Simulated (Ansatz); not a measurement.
Input of an Ansatz 0.2.0 run:

Contents of input.yaml:

```yaml
crystal:
  lattice:
    - [3.9998, 0.0, 0.0]
    - [0.0, 3.9998, 0.0]
    - [0.0, 0.0, 4.018]
  atoms:
    - { symbol: Ba, position: [0.0, 0.0, 0.0] }
    - { symbol: Ti, position: [0.5, 0.5, 0.49] }
    - { symbol: O, position: [0.0, 0.5, 0.517] }
    - { symbol: O, position: [0.5, 0.0, 0.517] }
    - { symbol: O, position: [0.5, 0.5, 0.019] }
kpoints:
  mp_grid: { grid: [7, 7, 7] }
  band_path:
    path:
      - [0.0, 0.0, 0.0]
      - [0.0, 0.5, 0.0]
      - [0.5, 0.5, 0.0]
      - [0.0, 0.0, 0.0]
      - [0.0, 0.0, 0.5]
      - [0.0, 0.5, 0.5]
      - [0.5, 0.5, 0.5]
      - [0.0, 0.0, 0.5]
    npoints: 12
scf:
  occupations: { method: fermi_dirac, width: 0.05 }
hamiltonian:
  xc: pbe
  pseudopotentials:
    kind: all_electron
    lapw: { basis_error: 0.002 }
    nuclear_model: point
output:
  forces: true
  stress: true
  eigenvalues: true
```

Potentials or basis: all-electron LAPW, point nuclei.

Command:

```sh
$ ansatz run input.yaml --threads 4 --pin off --max-ram 12288MiB --backend cpu --events-out ev --progress --plain --runs-dir out
```

**Question.** Estimate the pressure.

**Answer.** 2.4 GPa.

**Question.** Predict the largest force.

**Answer.** 0.311 eV/Å.

**Question.** Estimate the band gap along the path.

**Answer.** 1.83 eV, indirect (least direct gap 2.08 eV).

**Question.** What does it give for the band gap on the k mesh?

**Answer.** 1.92 eV, indirect (least direct gap 2.08 eV).

Levels at the corners of the path, in eV from the valence-band top:
```tsv
point	band 33	band 34	band 35	band 36	band 37	band 38	band 39	band 40
Γ	-1.15	-0.27	-0.25	-0.25	1.83	2.04	2.04	4.02
X	-1.81	-1.70	-0.91	-0.80	2.15	3.53	3.56	4.08
M	-1.74	-0.94	-0.94	-0.05	3.58	3.58	3.98	4.74
Γ	-1.15	-0.27	-0.25	-0.25	1.83	2.04	2.04	4.02
Z	-1.90	-1.89	-0.67	-0.67	1.96	3.59	3.59	4.02
R	-1.69	-0.87	-0.85	-0.13	3.56	3.61	3.97	4.86
A	-2.35	-0.08	-0.08	0.00	4.21	4.21	4.21	6.64
Z	-1.90	-1.89	-0.67	-0.67	1.96	3.59	3.59	4.02
```

Caveat: spin-orbit coupling is left out, which moves the levels of the heavy elements; the mesh misses the band edges, which the band path finds closer together.
